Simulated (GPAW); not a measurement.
Write an ASE script for GPAW 26.7.0 that does the following.

| Item | Value |
| --- | --- |
| Task | single point |
| Functional | PBE |
| Dispersion | D4 |
| Potentials or basis | GPAW PAW data sets (gpaw-data 1.2.1) |
| Cutoff | 800 eV |
| Basis | pw |
| k mesh | 6 × 6 × 6 |
| Occupations | fermi-dirac, width 0.1 eV |
| Spin | no spin polarisation |
| Maxiter | 150 |

BAs:

```xyz
8
Lattice="4.7770 0.0000 0.0000 0.0000 4.7770 0.0000 0.0000 0.0000 4.7770" Properties=species:S:1:pos:R:3 pbc="T T T"
As    1.1943    1.1943    1.1943
As    1.1943    3.5827    3.5827
As    3.5827    3.5827    1.1943
As    3.5827    1.1943    3.5827
B     0.0000    0.0000    0.0000
B     0.0000    2.3885    2.3885
B     2.3885    0.0000    2.3885
B     2.3885    2.3885    0.0000
```

The cell isn't the ideal one: the cell as VASP's run set it.

The input as run:

run.py

```python
from ase import Atoms
from ase.calculators.mixing import SumCalculator
from ase.dft.bandgap import bandgap
from ase.io import write
from ase.units import GPa
from dftd4.ase import DFTD4
from gpaw import GPAW, PW

atoms = Atoms(['As', 'As', 'As', 'As', 'B', 'B', 'B', 'B'],
              cell=[[4.777, 0.0, 0.0],
                    [0.0, 4.777, 0.0],
                    [0.0, 0.0, 4.777]],
              scaled_positions=[[0.25, 0.25, 0.25],
                                [0.25, 0.75, 0.75],
                                [0.75, 0.75, 0.25],
                                [0.75, 0.25, 0.75],
                                [0.0, 0.0, 0.0],
                                [0.0, 0.5, 0.5],
                                [0.5, 0.0, 0.5],
                                [0.5, 0.5, 0.0]],
              pbc=True)

calc = GPAW(mode=PW(800),
            xc='PBE',
            kpts={'size': (6, 6, 6), 'gamma': True},
            occupations={'name': 'fermi-dirac', 'width': 0.1},
            nbands=32,
            convergence={'density': 1e-05, 'energy': 1e-05},
            maxiter=150,
            txt='gpaw.txt')
atoms.calc = SumCalculator([calc, DFTD4(method='pbe')])
energy = atoms.get_potential_energy()
forces = atoms.get_forces()
stress = atoms.get_stress()
calc.write('gs.gpw')
write('result.traj', atoms)
print(f'Energy: {energy:.6f} eV')
print('Forces (eV/A):')
print(forces.round(4))
print('Stress (GPa):', (stress / GPa).round(3))
print('Fermi level:', round(calc.get_fermi_level(), 4), 'eV')
print(f'Gap: {bandgap(calc)[0]:.4f} eV, direct: {bandgap(calc, direct=True)[0]:.4f} eV')
```

Potentials or basis: GPAW PAW data sets (gpaw-data 1.2.1), pw.

Command:

```console
$ OMP_NUM_THREADS=1 python run.py
```

It gave:

```
Pressure                   : -1.1 GPa
Band gap on the k mesh     : 1.19 eV
Dispersion energy per atom : -0.376 eV
```

It took 29 s on 1 thread of AMD EPYC 9R14 (Zen 4) (shared host), peak memory 0.28 GiB.
